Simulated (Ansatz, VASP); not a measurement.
**ZnS in VASP and in Ansatz**

File INCAR:

```
SYSTEM = ZnS
  PREC = Accurate
  ENCUT = 520
  EDIFF = 1E-6
  ISMEAR = 0
  SIGMA = 0.011
  LREAL = .False.
  LASPH = .True.
  NELM = 100
  ALGO = Normal
  ISIF = 2
  LWAVE = .False.
  LCHARG = .False.
  GGA = PE
  NBANDS = 16
```

File KPOINTS:

```
Automatic mesh
0
Gamma
  9 9 9
  0 0 0
```

Contents of POSCAR:

```
ZnS
1.0
    0.0000000000      2.7020000000      2.7020000000
    2.7020000000      0.0000000000      2.7020000000
    2.7020000000      2.7020000000      0.0000000000
Zn S
1 1
Direct
    0.7500000000      0.7500000000      0.7500000000
    0.0000000000      0.0000000000      0.0000000000
```

File input.yaml:

```yaml
crystal:
  lattice:
    - [0.0, 2.702, 2.702]
    - [2.702, 0.0, 2.702]
    - [2.702, 2.702, 0.0]
  atoms:
    - { symbol: Zn, position: [0.75, 0.75, 0.75] }
    - { symbol: S, position: [0.0, 0.0, 0.0] }
kpoints:
  mp_grid: { grid: [9, 9, 9] }
scf:
  occupations: { method: gaussian, width: 0.011 }
hamiltonian:
  xc: pbe
  pseudopotentials: { kind: all_electron, lapw: { basis_error: 0.001 } }
output:
  forces: true
  stress: true
  eigenvalues: true
```

Alike in both runs: task single point; functional PBE; k mesh 9 × 9 × 9; occupations gaussian, width 0.011 eV; no spin polarisation.

|  | VASP | Ansatz |
| --- | --- | --- |
| version | VASP 6.6.1 | Ansatz 0.2.0 |
| potentials or method | VASP PAW PBE potentials, release 64 (Zn, S) | all-electron LAPW, scalar-relativistic |
| plane-wave cutoff (eV) | 520 | see its input |

```tsv
	VASP	Ansatz	Ansatz less VASP
gap on the k mesh at the Fermi level (eV)	2.11	2.11	-0.002
least direct gap on the mesh (eV)	2.11	2.11	-0.002
pressure (GPa)	1.8	1.6	-0.15
```

Ansatz ran all-electron here, so the differences hold the error of VASP's frozen core and of both bases.

As with any semilocal functional, this PBE gap is likely too small.
